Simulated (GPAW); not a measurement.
Runs of GPAW 26.7.0 on CdTe. Symmetry: F-43m, No. 216, cubic system. Conventional cell: a = 6.410 Å, b = 6.410 Å, c = 6.410 Å, α = 90.00°, β = 90.00°, γ = 90.00°. Te (site symmetry -43m) is surrounded by 4 Cd at 2.78 Å. Cd (site symmetry -43m) has 4 Te at 2.78 Å as nearest neighbours. 

```csv
task,level,potentials or basis,spin,k mesh,cutoff (eV),maxiter,band path,band points,spin axis theta (degrees),spin axis phi (degrees),mesh quality,gap on the mesh (eV),pressure (GPa)
band structure,LDA,"PAW data sets generated in the run's folder for this functional, pw",off,6 × 6 × 6,600,150,"GXWKGLUWLK,UX",60,-,-,not flagged,0.61,(a)
single point,B3LYP,"GPAW PAW data sets (gpaw-data 1.2.1), pw",off,4 × 4 × 4,450,60,-,-,-,-,coarse,1.98,-
band structure,r4SCAN,"GPAW PAW data sets (gpaw-data 1.2.1), pw","SOC, no magnetisation",6 × 6 × 6,600,150,"GXWKGLUWLK,UX",60,90,0,not flagged,0.86,2.3
band structure,r2SCAN,"GPAW PAW data sets (gpaw-data 1.2.1), pw","SOC, no magnetisation",6 × 6 × 6,600,150,"GXWKGLUWLK,UX",60,0,0,not flagged,1.06,(b)
```

Alike in all rows: cell as given; smearing fermi-dirac 0.05 eV.

Q: Fill in the values left out.

A: (a) -0.4; (b) 2.9.

Caveats: some runs use coarse meshes; the PAW data sets were made with another functional, which shifts forces and pressure a little (some runs); spin-orbit coupling is left out, which moves the levels of the heavy elements (some runs); spin-orbit coupling was added after a scalar SCF, so levels and gaps hold it while energy, forces, pressure and moments don't (some runs); this program's spin-orbit splittings come out too wide for heavy elements (some runs); exact exchange converges slowly with the k mesh, and this mesh is small (some runs).

A k mesh can miss the band edges, and rows without SOC leave out spin-orbit coupling on Cd, Te.
